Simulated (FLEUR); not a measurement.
# InPd (Pm-3m) in FLEUR: further runs, part 2 of 3

FLEUR MaX-R8.1 (later development tree).

**3. Single point, PBE**

File inp.xml:

```xml
<?xml version="1.0" encoding="UTF-8" standalone="no"?>
<fleurInput fleurInputVersion="0.39">
   <comment>
      InPd                                                                                                
   </comment>
   <calculationSetup>
      <cutoffs Kmax="4.0" Gmax="20.0" GmaxXC="20.0" numbands="0"/>
      <scfLoop itmax="60" minDistance="0.00001" maxIterBroyd="15" imix="Anderson" alpha="0.05" precondParam="0.0" spinf="2.0" sdNocoIR="T"/>
      <coreElectrons ctail="T" frcor="F" kcrel="0" coretail_lmax="0"/>
      <xcFunctional name="pbe" relativisticCorrections="F"/>
      <magnetism jspins="1"/>
      <soc l_soc="F" theta="0.0" phi="0.0" spav="F"/>
      <expertModes spex="0" secvar="F"/>
      <geometryOptimization l_f="F" forcealpha="1.0" forcemix="BFGS" epsdisp="0.00001" epsforce="0.00001"/>
      <ldaU l_linMix="F" mixParam="0.05" spinf="1.0"/>
   </calculationSetup>
   <cell>
      <bzIntegration valenceElectrons="39.0" mode="hist" fermiSmearingEnergy="0.00183747">
         <kPointListSelection listName="default-1"/>
         <!-- k-points included here -->
         <xi:include xmlns:xi="http://www.w3.org/2001/XInclude" href="kpts.xml"> </xi:include>
      </bzIntegration>
      <!-- symmetry operations included here -->
      <xi:include xmlns:xi="http://www.w3.org/2001/XInclude" href="sym.xml"> </xi:include>
      <bulkLattice scale="1.0">
         <bravaisMatrix>
            <row-1>    6.1829661454471232     0.0000000000000000     0.0000000000000000</row-1>
            <row-2>    0.0000000000000000     6.1829661454471232     0.0000000000000000</row-2>
            <row-3>    0.0000000000000000     0.0000000000000000     6.1829661454471232</row-3>
         </bravaisMatrix>
      </bulkLattice>
   </cell>
   <atomSpecies>
      <species name="Indium (In)" element="In" atomicNumber="49">
         <mtSphere radius="2.33" gridPoints="777" logIncrement="0.017"/>
         <atomicCutoffs lmax="7" lnonsphr="5"/>
         <electronConfig flipSpins="F">
            <coreConfig>(1s1/2) (2s1/2) (2p1/2) (2p3/2) (3s1/2) (3p1/2) (3p3/2) (3d3/2) (3d5/2)</coreConfig>
            <valenceConfig>(4s1/2) (4p1/2) (4p3/2) (5s1/2) (4d3/2) (4d5/2) (5p1/2) (5p3/2)</valenceConfig>
            <stateOccupation state="(5p1/2)" spinUp="0.166667" spinDown="0.166667"/>
            <stateOccupation state="(5p3/2)" spinUp="0.333333" spinDown="0.333333"/>
         </electronConfig>
         <energyParameters s="5" p="5" d="4" f="4"/>
         <lo type="SCLO" l="0" n="4" eDeriv="0"/>
         <lo type="SCLO" l="1" n="4" eDeriv="0"/>
         <lo type="SCLO" l="1" n="4" eDeriv="1"/>
         <lo type="SCLO" l="2" n="4" eDeriv="2"/>
         <lo type="SCLO" l="3" n="4" eDeriv="2"/>
      </species>
      <species name="Palladium (Pd)" element="Pd" atomicNumber="46">
         <mtSphere radius="2.58" gridPoints="863" logIncrement="0.015"/>
         <atomicCutoffs lmax="7" lnonsphr="5"/>
         <electronConfig flipSpins="F">
            <coreConfig>(1s1/2) (2s1/2) (2p1/2) (2p3/2) (3s1/2) (3p1/2) (3p3/2) (3d3/2) (3d5/2)</coreConfig>
            <valenceConfig>(4s1/2) (4p1/2) (4p3/2) (5s1/2) (4d3/2) (4d5/2)</valenceConfig>
            <stateOccupation state="(5s1/2)" spinUp="0.500000" spinDown="0.500000"/>
            <stateOccupation state="(4d3/2)" spinUp="1.800000" spinDown="1.800000"/>
            <stateOccupation state="(4d5/2)" spinUp="2.700000" spinDown="2.700000"/>
         </electronConfig>
         <energyParameters s="5" p="5" d="4" f="4"/>
         <lo type="SCLO" l="0" n="4" eDeriv="0"/>
         <lo type="SCLO" l="1" n="4" eDeriv="0"/>
         <lo type="SCLO" l="1" n="4" eDeriv="1"/>
         <lo type="SCLO" l="2" n="4" eDeriv="2"/>
         <lo type="SCLO" l="3" n="4" eDeriv="2"/>
      </species>
   </atomSpecies>
   <atomGroups>
      <atomGroup species="Indium (In)">
         <relPos label="                   1">.0000000000 .0000000000 .0000000000</relPos>
         <force calculate="T" relaxXYZ="TTT"/>
      </atomGroup>
      <atomGroup species="Palladium (Pd)">
         <relPos label="                   2">1.000/2.000 1.000/2.000 1.000/2.000</relPos>
         <force calculate="T" relaxXYZ="TTT"/>
      </atomGroup>
   </atomGroups>
   <output dos="F" band="F" slice="F">
      <checks vchk="F" cdinf="F"/>
      <bandDOS minEnergy="-.5*Htr" maxEnergy="0.5*Htr" sigma="0.015" storeEVData="T"/>
      <vacuumDOS vacdos="F" integ="F" star="F" nstars="0" locx1="0.0" locy1="0.0" locx2="0.0" locy2="0.0" nstm="0" tworkf="0.0"/>
      <unfoldingBand unfoldBand="F" supercellX="1" supercellY="1" supercellZ="1"/>
      <plotting iplot="0" polar="F">
         <plot TwoD="T" vec1="  1.0  0.0  0.0" vec2="  0.0  1.0  0.0" vec3="  0.0  0.0  1.0" zero="  0.0  0.0  0.0" file="plot"/>
      </plotting>
      <chargeDensitySlicing numkpt="0" minEigenval="0.0" maxEigenval="0.0" nnne="0" pallst="F"/>
      <specialOutput eonly="F"/>
      <moessbauerParams electricFieldGradient="T" isomerShift="T" coreHyperfine="T" valenceHyperfine="T"/>
      <magneticCircularDichroism mcd="F" energyLo="-10.0" energyUp="0.0"/>
   </output>
  <!-- We include the file relax.xml here to enable relaxations (see documentation) -->
  <xi:include xmlns:xi="http://www.w3.org/2001/XInclude" href="relax.xml"> <xi:fallback/> </xi:include>
</fleurInput>
```

File crystal.txt:

```
InPd
&input cartesian=F /
3.2718847800  0.0000000000  0.0000000000
0.0000000000  3.2718847800  0.0000000000
0.0000000000  0.0000000000  3.2718847800
1.8897261246
1.0 1.0 1.0

2
49 0.0000000000  0.0000000000  0.0000000000
46 0.5000000000  0.5000000000  0.5000000000

&kpt div1=8 div2=8 div3=8 gamma=T /
```

Potentials or basis: all-electron, FLAPW.

Launch:

```sh
$ inpgen -f crystal.txt -profile fast
$ # inp.xml edited to the form shown
$ fleur_MPI
```

Wall time 35 s (1 thread of Intel Xeon Platinum 8259CL at 2.50GHz (Skylake/Cascade Lake), shared host); peak memory 0.07 GiB.

The run converged. Its results:

| Quantity | Value |
| --- | --- |
| Free energy | -297429.8889 eV |
| Band gap on the k mesh | none (metal or under the smearing width) |
| Valence electrons inside the program's atomic spheres | In 18.76; Pd 17.14 (radii In 2.33, Pd 2.58 bohr) |

Levels at points of the mesh, in eV from the Fermi level:
```tsv
k point	band 17	band 18	band 19	band 20	band 21	band 22	band 23	band 24
(0.00, 0.00, 0.00)	-2.19	-2.19	-2.19	4.31	4.31	4.31	9.55	10.66
(0.00, 0.00, 0.50)	-3.17	-3.17	-2.26	-1.03	9.64	9.64	9.96	10.81
(0.00, 0.50, 0.50)	-2.60	-2.23	-2.23	-1.61	1.54	2.56	9.55	11.40
(0.50, 0.50, 0.50)	-1.57	-1.57	0.01	3.88	3.88	3.88	4.48	4.48
```

Core levels (eV from the Fermi level):
```
atom                                                                                                                             levels
1 In  1s1/2 -27733.1, 2s1/2 -4147.8, 2p1/2 -3867.7, 2p3/2 -3656.8, 3s1/2 -783.8, 3p1/2 -670.8, 3p3/2 -632.7, 3d3/2 -432.8, 3d5/2 -425.0
2 Pd  1s1/2 -24152.2, 2s1/2 -3524.9, 2p1/2 -3269.4, 2p3/2 -3110.0, 3s1/2 -635.0, 3p1/2 -534.2, 3p3/2 -506.4, 3d3/2 -327.9, 3d5/2 -322.4
```

**4. Single point, PBE**

Edit inp.xml of step 3 so:

```diff
@@ -6,3 +6,3 @@
    <calculationSetup>
-      <cutoffs Kmax="4.0" Gmax="20.0" GmaxXC="20.0" numbands="0"/>
+      <cutoffs Kmax="4.5" Gmax="22.5" GmaxXC="22.5" numbands="0"/>
       <scfLoop itmax="60" minDistance="0.00001" maxIterBroyd="15" imix="Anderson" alpha="0.05" precondParam="0.0" spinf="2.0" sdNocoIR="T"/>
@@ -35,3 +35,3 @@
          <mtSphere radius="2.33" gridPoints="777" logIncrement="0.017"/>
-         <atomicCutoffs lmax="7" lnonsphr="5"/>
+         <atomicCutoffs lmax="9" lnonsphr="7"/>
          <electronConfig flipSpins="F">
@@ -51,3 +51,3 @@
          <mtSphere radius="2.58" gridPoints="863" logIncrement="0.015"/>
-         <atomicCutoffs lmax="7" lnonsphr="5"/>
+         <atomicCutoffs lmax="10" lnonsphr="8"/>
          <electronConfig flipSpins="F">
```

crystal.txt is that of step 3.

Potentials or basis: all-electron, FLAPW.

Launch:

```sh
$ inpgen -f crystal.txt -profile moderate
$ # inp.xml edited to the form shown
$ fleur_MPI
```

Output:

```text
Welcome to FLEUR        (www.flapw.de)
      MaX-Release 8.1          (www.max-centre.eu)

 ========== k-point set info ==========
 Selected k-point list: default-1
 k-point list type: mesh
 8 x 8 x 8
 Number of k points: 35

 ------------Calculation Setup---------------------------
 Number of MPI-tasks      :            1
 Number of PE/node        :            1
 Number of OMP-threads    :            1
 Most efficient MPI parallelization for:
           1           5           7          35
 Additional eigenvalue parallelization possible
 Number of basis functions:          447
 Approximate size of matrices (H+S) per k-point:         0.003 GB
 --------------------------------------------------------
 Iteration:     1   Distance:       7.08128266 me/bohr^3
 Iteration:     2   Distance:       6.40736724 me/bohr^3
 Iteration:     3   Distance:       3.18353588 me/bohr^3
 Iteration:     4   Distance:       1.53876652 me/bohr^3
 Iteration:     5   Distance:       1.14762919 me/bohr^3
 Iteration:     6   Distance:       0.30245571 me/bohr^3
 Iteration:     7   Distance:       0.08996527 me/bohr^3
 Iteration:     8   Distance:       0.07036861 me/bohr^3
 Iteration:     9   Distance:       0.01704873 me/bohr^3
 Iteration:    10   Distance:       0.02252483 me/bohr^3
 Iteration:    11   Distance:       0.00108201 me/bohr^3
 Iteration:    12   Distance:       0.00148866 me/bohr^3
 Iteration:    13   Distance:       0.00015439 me/bohr^3
 Iteration:    14   Distance:       0.00001672 me/bohr^3
 Iteration:    15   Distance:       0.00001107 me/bohr^3
 Iteration:    16   Distance:       0.00000942 me/bohr^3

 ********************************************************************
 Run finished successfully
 Stop message:
   all done
 ********************************************************************
```

out.xml (last iteration):

```text
<iteration numberForCurrentRun="   16" overallNumber="   16">
         <energyParameters units="Htr">
            <atomicEP atomType="1" spin="1" branch="5s" branchLowest="-3.81" branchHighest="1.59" value="0.1654994040"/>
            <atomicEP atomType="1" spin="1" branch="5p" branchLowest="-2.28" branchHighest="2.34" value="0.3330993190"/>
            <atomicEP atomType="1" spin="1" branch="4d" branchLowest="-15.31" branchHighest="0.00" value="-0.1003308108"/>
            <atomicEP atomType="1" spin="1" branch="4f" branchLowest="-9.99" branchHighest="2.34" value="0.6534903322"/>
            <loAtomicEP atomType="1" spin="1" branch="4s" branchLowest="-28.38" branchHighest="-3.81" value="-3.8185618094"/>
            <loAtomicEP atomType="1" spin="1" branch="4p" branchLowest="-23.25" branchHighest="-2.28" value="-2.2998489960"/>
            <loAtomicEP atomType="1" spin="1" branch="4p" branchLowest="-23.25" branchHighest="-2.28" value="-2.2998489960"/>
            <loAtomicEP atomType="1" spin="1" branch="4d" branchLowest="-15.31" branchHighest="0.00" value="-0.1106844845"/>
            <loAtomicEP atomType="1" spin="1" branch="4f" branchLowest="-9.99" branchHighest="2.34" value="0.6534925309"/>
[... 113 lines left out ...]
            <FockExchangeEnergyValence value="0.0000000000"/>
            <FockExchangeEnergyCore value="0.0000000000"/>
            <atomTypeDependentContributions atomType="1">
               <electronNucleiInteractionDifferentMTs value="7121.1494748509"/>
               <MadelungTerm value="-30.9767691831"/>
            </atomTypeDependentContributions>
            <atomTypeDependentContributions atomType="2">
               <electronNucleiInteractionDifferentMTs value="6109.8225340456"/>
               <MadelungTerm value="-17.5453218707"/>
            </atomTypeDependentContributions>
            <tkbTimesEntropy value="0.0003723988"/>
            <freeEnergy value="-10930.3479989664"/>
            <extrapolationTo0K value="-10930.3478127670"/>
         </totalEnergy>
         <densityConvergence units="me/bohr^3">
            <chargeDensity spin="1" distance="0.0000094157"/>
         </densityConvergence>
      </iteration>
```

Run time: 69 s. Hardware: 1 thread of Intel Xeon Platinum 8259CL at 2.50GHz (Skylake/Cascade Lake), shared host; peak memory 0.08 GiB.

Results:

| Item | Value |
| --- | --- |
| Free energy | -297429.9212 eV |
| Band gap on the k mesh | none (metal or under the smearing width) |
| Valence electrons inside the program's atomic spheres | In 18.76; Pd 17.14 (radii In 2.33, Pd 2.58 bohr) |

Core levels (eV from the Fermi level):
| atom | levels |
| --- | --- |
| 1 In | 1s1/2 -27733.1, 2s1/2 -4147.8, 2p1/2 -3867.7, 2p3/2 -3656.8, 3s1/2 -783.8, 3p1/2 -670.8, 3p3/2 -632.7, 3d3/2 -432.9, 3d5/2 -425.1 |
| 2 Pd | 1s1/2 -24152.2, 2s1/2 -3524.9, 2p1/2 -3269.4, 2p3/2 -3110.0, 3s1/2 -635.0, 3p1/2 -534.2, 3p3/2 -506.4, 3d3/2 -328.0, 3d5/2 -322.4 |

**5. Single point, PBE**

Edit inp.xml of step 4 so:

```diff
@@ -6,3 +6,3 @@
    <calculationSetup>
-      <cutoffs Kmax="4.5" Gmax="22.5" GmaxXC="22.5" numbands="0"/>
+      <cutoffs Kmax="5.0" Gmax="25.0" GmaxXC="25.0" numbands="0"/>
       <scfLoop itmax="60" minDistance="0.00001" maxIterBroyd="15" imix="Anderson" alpha="0.05" precondParam="0.0" spinf="2.0" sdNocoIR="T"/>
@@ -35,3 +35,3 @@
          <mtSphere radius="2.33" gridPoints="777" logIncrement="0.017"/>
-         <atomicCutoffs lmax="9" lnonsphr="7"/>
+         <atomicCutoffs lmax="12" lnonsphr="8"/>
          <electronConfig flipSpins="F">
@@ -51,3 +51,3 @@
          <mtSphere radius="2.58" gridPoints="863" logIncrement="0.015"/>
-         <atomicCutoffs lmax="10" lnonsphr="8"/>
+         <atomicCutoffs lmax="13" lnonsphr="8"/>
          <electronConfig flipSpins="F">
```

crystal.txt is that of step 4.

Launch:

```sh
$ inpgen -f crystal.txt -profile precise
$ # inp.xml edited to the form shown
$ fleur_MPI
```

It took 2 min on 1 thread of Intel Xeon Platinum 8259CL at 2.50GHz (Skylake/Cascade Lake), shared host; peak memory 0.1 GiB.

It converged, with:

| Item | Value |
| --- | --- |
| Free energy | -297429.9250 eV |
| Band gap on the k mesh | none (metal or under the smearing width) |
| Valence electrons inside the program's atomic spheres | In 18.76; Pd 17.14 (radii In 2.33, Pd 2.58 bohr) |

Levels at points of the mesh, in eV from the Fermi level:
```tsv
k point	band 17	band 18	band 19	band 20	band 21	band 22	band 23	band 24
(0.00, 0.00, 0.00)	-2.19	-2.19	-2.19	4.31	4.31	4.31	9.55	10.66
(0.00, 0.00, 0.50)	-3.17	-3.17	-2.26	-1.03	9.64	9.64	9.96	10.81
(0.00, 0.50, 0.50)	-2.60	-2.23	-2.23	-1.61	1.54	2.56	9.56	11.40
(0.50, 0.50, 0.50)	-1.57	-1.57	0.01	3.88	3.88	3.88	4.48	4.48
```

Core levels (eV from the Fermi level):
| atom | levels |
| --- | --- |
| 1 In | 1s1/2 -27733.1, 2s1/2 -4147.9, 2p1/2 -3867.7, 2p3/2 -3656.9, 3s1/2 -783.8, 3p1/2 -670.8, 3p3/2 -632.7, 3d3/2 -432.9, 3d5/2 -425.1 |
| 2 Pd | 1s1/2 -24152.2, 2s1/2 -3524.9, 2p1/2 -3269.4, 2p3/2 -3110.0, 3s1/2 -635.0, 3p1/2 -534.2, 3p3/2 -506.4, 3d3/2 -328.0, 3d5/2 -322.4 |

(Continued in part 3 of 3.)
